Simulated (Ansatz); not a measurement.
**Nuclear-site quantities of Sn as the cell is scaled**

```xyz
1
Lattice="-1.5908 1.5908 2.9156 1.5908 -1.5908 2.9156 1.5908 1.5908 -2.9156" Properties=species:S:1:pos:R:3 pbc="T T T"
Sn    0.0000    0.0000    0.0000
```

The cell is COD entry 1540069, as deposited and not checked against the literature; nothing was relaxed.

Spin–orbit coupling is left out, though it moves levels of the heavy atoms by tenths of an eV or more.

All numbers below come from Ansatz 0.2.0, DFT, PBE, all-electron PAW with datasets made for the crystal, scalar-relativistic.

Sampling and basis: a Γ-centred 18×18×18 k mesh, Fermi–Dirac smearing of 0.03 eV, cutoff 240 eV (chosen by the program for this cell), no spin polarisation.

The contact density is the mean electron density over the nuclear volume; its changes set Mössbauer isomer shifts. Changes below are taken from the unscaled cell, where it is 1.23635e+06 e/Å³ at Sn.

```csv
V/V(cell),P (GPa),Δρ(0) Sn (e/Å³)
0.9400,1.1,-3.58
0.9405,1.1,-3.55
0.9600,0.1,-2.40
0.9800,-0.9,?
0.9900,-1.3,-0.63
1.0000,-1.6,0.00
1.0100,-2.0,0.62
1.0200,-2.3,?
1.0400,-3.0,2.32
1.0600,-3.5,?
```

Task: Fill in "Δρ(0) Sn (e/Å³)" for the row "1.0600".

Result: 3.34.

Task: Fill in "Δρ(0) Sn (e/Å³)" for the row "1.0200".

Result: 1.21.

Task: Fill in "Δρ(0) Sn (e/Å³)" for the row "0.9800".

Result: -1.24.

The datasets are made afresh for each cell, so very small changes are uncertain.
